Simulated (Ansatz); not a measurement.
A run of Ansatz 0.2.0 is set up as follows.

Contents of input.yaml:

```yaml
crystal:
  lattice:
    - [-2.82766816, -1.63255497, -2.31773161]
    - [2.82766816, -4.89766492, 0.0]
    - [-2.82766816, -1.63255497, 4.63546322]
  atoms:
    - { symbol: Ba, position: [0.01574546, 0.99510673, 0.97325899] }
    - { symbol: Ba, position: [0.98425454, 0.50489327, 0.52674101] }
    - { symbol: Ti, position: [0.50385971, 0.9895382, 0.503622] }
    - { symbol: Ti, position: [0.46814029, 0.5104618, 0.024378] }
    - { symbol: O, position: [0.53055, 0.23162339, 0.73315727] }
    - { symbol: O, position: [0.48625, 0.75827661, 0.23994273] }
    - { symbol: O, position: [0.47921711, 0.75734423, 0.73348461] }
    - { symbol: O, position: [0.53758289, 0.25275577, 0.23961539] }
    - { symbol: O, position: [0.99088784, 0.02893112, 0.47950327] }
    - { symbol: O, position: [0.04611216, 0.47106888, 0.00369673] }
hamiltonian:
  xc: pbesol
  pseudopotentials: { kind: paw }
  hubbard: { sites: [{ species: Ti, l: d, u_eff: 1.0 }] }
kpoints:
  mp_grid: { grid: [7, 5, 5] }
  band_path:
    path:
      - [[0.0, 0.0, 0.0], [0.0, 0.0, 0.5], [-0.4987186014, 0.0, 0.502576104], [-0.5, 0.0, 0.5], [-0.5, 0.5, 0.5], [-0.5012813986, 0.5, 0.497423896], [-0.5, 0.5, 0.0], [-0.5, 0.0, 0.0], [-0.5012813986, 0.0, 0.497423896]]
      - [[-0.4987186014, 0.5, 0.502576104], [0.0, 0.5, 0.5], [0.0, 0.5, 0.0]]
      - [[0.0, 0.0, 0.5], [0.0, 0.5, 0.5]]
    npoints: 10
scf:
  occupations: { method: fermi_dirac, width: 0.05 }
  n_extra_bands: 25
output:
  forces: true
  stress: true
  eigenvalues: true
  fatbands: true
```

Potentials or basis: Ansatz PAW.

The run is started by

```console
$ ansatz run input.yaml --threads 4 --pin off --max-ram 11264MiB --backend cpu --events-out ev --progress --plain --runs-dir out
```

Question: Estimate the band gap on the k mesh.

Answer: 2.33 eV, indirect (least direct gap 2.39 eV).

Question: What does it give for the band gap along the path?

Answer: 2.29 eV, indirect (least direct gap 2.39 eV).

Question: Predict the largest force.

Answer: 3.202 eV/Å.

Question: Estimate the pressure.

Answer: 2.6 GPa.

Forces in eV/Å, atoms in the order of the input:
```
Ba   0.251 -0.915  1.159
Ba  -0.058  1.031 -0.861
Ti   1.592 -2.106 -0.722
Ti  -2.998  0.729 -0.855
O    0.654 -0.472  0.794
O   -0.403  0.322 -0.420
O   -1.330  0.527  0.221
O    1.262 -0.321 -0.137
O   -1.315  0.827 -0.198
O    2.346  0.377  1.020
```

Caveat: the pressure holds a Pulay correction of +0.6 GPa for the finite cutoff; spin-orbit coupling is left out, which moves the levels of the heavy elements; the PAW data sets come from PBE, with cores solved anew for the run's functional, which leaves a small shift of forces and pressure; forces of over 1 eV/Å show positions far from the minimum, so gaps and moduli don't describe the material at rest.
